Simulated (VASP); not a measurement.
# NaH: molecular dynamics with a thermostat

NaH, Fm-3m (no. 225), 16 atoms in the cell. PBE, molecular dynamics; PAW potentials Na, H (PBE set).

Ensemble: Nose-Hoover chain; Target temperature (K): 1000.

## Input

INCAR:
```
SYSTEM = NaH
GGA = PE
PREC = Normal
ENCUT = 250
EDIFF = 1E-6
NELMIN = 4
NELM = 60
ALGO = Normal
LREAL = Auto
LASPH = .TRUE.
ISMEAR = 0
SIGMA = 0.05
ISYM = 0
LWAVE = .FALSE.
LCHARG = .FALSE.
IBRION = 0
NSW = 60
POTIM = 0.5
TEBEG = 1000
ISIF = 2
RANDOM_SEED = 294817 0 0
MDALGO = 4
NHC_NCHAINS = 3
NHC_PERIOD = 30
KPAR = 2
```

KPOINTS:
```
k-points
0
Monkhorst-Pack
  2 2 2
```

POSCAR:
```
NaH
1.0
    0.0000000000      4.8800000000      4.8800000000
    4.8800000000      0.0000000000      4.8800000000
    4.8800000000      4.8800000000      0.0000000000
Na H
8 8
Direct
    0.0000000000      0.0000000000      0.0000000000
    0.0000000000      0.0000000000      0.5000000000
    0.0000000000      0.5000000000      0.0000000000
    0.0000000000      0.5000000000      0.5000000000
    0.5000000000      0.0000000000      0.0000000000
    0.5000000000      0.0000000000      0.5000000000
    0.5000000000      0.5000000000      0.0000000000
    0.5000000000      0.5000000000      0.5000000000
    0.2500000000      0.2500000000      0.2500000000
    0.2500000000      0.2500000000      0.7500000000
    0.2500000000      0.7500000000      0.2500000000
    0.2500000000      0.7500000000      0.7500000000
    0.7500000000      0.2500000000      0.2500000000
    0.7500000000      0.2500000000      0.7500000000
    0.7500000000      0.7500000000      0.2500000000
    0.7500000000      0.7500000000      0.7500000000
```

Commands:
```
cat potpaw_PBE.64/Na/POTCAR potpaw_PBE.64/H/POTCAR > POTCAR
mpirun -np 2 vasp_std > vasp.out
```

## Result

- Mean temperature (K): 812
- Standard error of the mean temperature (K): 71
- Relative fluctuation of the kinetic energy: 0.197
- Canonical value of that fluctuation: 0.211
- Rise of the mean potential energy above the start (meV/atom): 47.9
- Electronic steps per ionic step after the first: 4.1

Course of the run:

| Time (fs) | Temperature (K) | Potential energy less the first (meV/atom) |
|---|---|---|
| 0 | 1000 | 0.0 |
| 3 | 945 | 6.7 |
| 5 | 834 | 20.4 |
| 8 | 662 | 42.4 |
| 10 | 557 | 56.9 |
| 12 | 537 | 63.0 |
| 14 | 619 | 57.7 |
| 16 | 788 | 46.6 |
| 18 | 916 | 40.8 |
| 21 | 1004 | 42.5 |
| 23 | 1002 | 50.9 |
| 26 | 927 | 67.3 |
| 28 | 845 | 81.3 |
| 30 | 773 | 94.1 |

REPORT:
```
MDALGO =   4
           NHC_NCHAINS =   3
            NHC_PERIOD =    30
            NHC_NRESPA =    1
                NHC_NS =  1
               SCALING =       0
                 CNEXP =     9.000   14.000
           RANDOM_SEED =            294817                0                0

   original number of atomic DOF:         45
   number of independent constraints:      0
   number of active DOF:                  45

========================================
         MD step No.       1
========================================

  Atomic velocities initialized by STEP_tb

  >Nose-Hoover_chains
                       xs       vs(fs^-1)
   nhc_s>  -0.10902797E-11  -0.87213292E-11
   nhc_s>  -0.13889371E-03  -0.11111883E-02
   nhc_s>  -0.13888889E-03  -0.11109568E-02

  >Energies
                    E_tot             E_pot             E_kin               EPS                ES
   e_b>   -0.38777097E+02   -0.40716009E+02    0.19389118E+01    0.23935520E-04   -0.23937602E-04

  >Temperature
               T_sim     T_inst
   tmprt>   1000.000   1000.000

           RANDOM_SEED =            294817               96                0

[... steps left out ...]

========================================
         MD step No.      60
========================================

  >Nose-Hoover_chains
                       xs       vs(fs^-1)
   nhc_s>  -0.34014030E+00  -0.81343644E-02
   nhc_s>   0.11234774E+01   0.11807736E+00
   nhc_s>  -0.69438355E+00   0.75065286E-01

  >Energies
                    E_tot             E_pot             E_kin               EPS                ES
   e_b>   -0.38775462E+02   -0.39210662E+02    0.14985702E+01    0.21865705E+00   -0.12820274E+01

  >Temperature
               T_sim     T_inst
   tmprt>   1000.000    772.892

           RANDOM_SEED =            294817               96                0
```

OSZICAR:
```
N       E                     dE             d eps       ncg     rms          rms(c)
DAV:   1    -0.521385432552E+01   -0.52139E+01   -0.27817E+03   544   0.346E+02
DAV:   2    -0.402227188700E+02   -0.35009E+02   -0.32626E+02   738   0.822E+01
DAV:   3    -0.437535982895E+02   -0.35309E+01   -0.35168E+01   739   0.267E+01
DAV:   4    -0.438212125409E+02   -0.67614E-01   -0.67601E-01   664   0.413E+00
DAV:   5    -0.438233850154E+02   -0.21725E-02   -0.21724E-02   751   0.699E-01    0.866E+00
DAV:   6    -0.413660481707E+02    0.24573E+01   -0.20201E+00   730   0.555E+00    0.415E+00
DAV:   7    -0.406780355766E+02    0.68801E+00   -0.22159E+00   696   0.616E+00    0.993E-01
DAV:   8    -0.407169255299E+02   -0.38890E-01   -0.72512E-02   557   0.135E+00    0.207E-01
DAV:   9    -0.407159010817E+02    0.10244E-02   -0.57161E-03   815   0.332E-01    0.373E-02
DAV:  10    -0.407160115082E+02   -0.11043E-03   -0.23037E-04   596   0.768E-02    0.286E-02
DAV:  11    -0.407160083683E+02    0.31398E-05   -0.28795E-05   763   0.203E-02    0.209E-03
DAV:  12    -0.407160090130E+02   -0.64470E-06   -0.27354E-06   629   0.760E-03
[... left out ...]
     58 T=   794. E= -.38769238E+02 F= -.39276142E+02 E0= -.39276142E+02  EK= 0.15456E+01 SP= -.13E+01 SK= 0.23E+00
     59 T=   782. E= -.38769315E+02 F= -.39240336E+02 E0= -.39240336E+02  EK= 0.15221E+01 SP= -.13E+01 SK= 0.22E+00
[... last step whole ...]
       N       E                     dE             d eps       ncg     rms          rms(c)
DAV:   1    -0.392106432322E+02    0.29692E-01   -0.99951E-05   932   0.514E-01    0.424E-03
DAV:   2    -0.392106619795E+02   -0.18747E-04   -0.18169E-04   570   0.103E-01    0.311E-03
DAV:   3    -0.392106621876E+02   -0.20804E-06   -0.86499E-07   471   0.584E-03    0.253E-03
DAV:   4    -0.392106623729E+02   -0.18535E-06   -0.25605E-07   290   0.351E-03
     60 T=   773. E= -.38769350E+02 F= -.39210662E+02 E0= -.39210662E+02  EK= 0.15047E+01 SP= -.13E+01 SK= 0.22E+00
```

Limits: 30 fs of 16 atoms are too short for converged averages.

VASP 6.6.1 took 191 s on 2 cores (Intel Xeon Platinum 8488C (Sapphire Rapids)), a shared host.
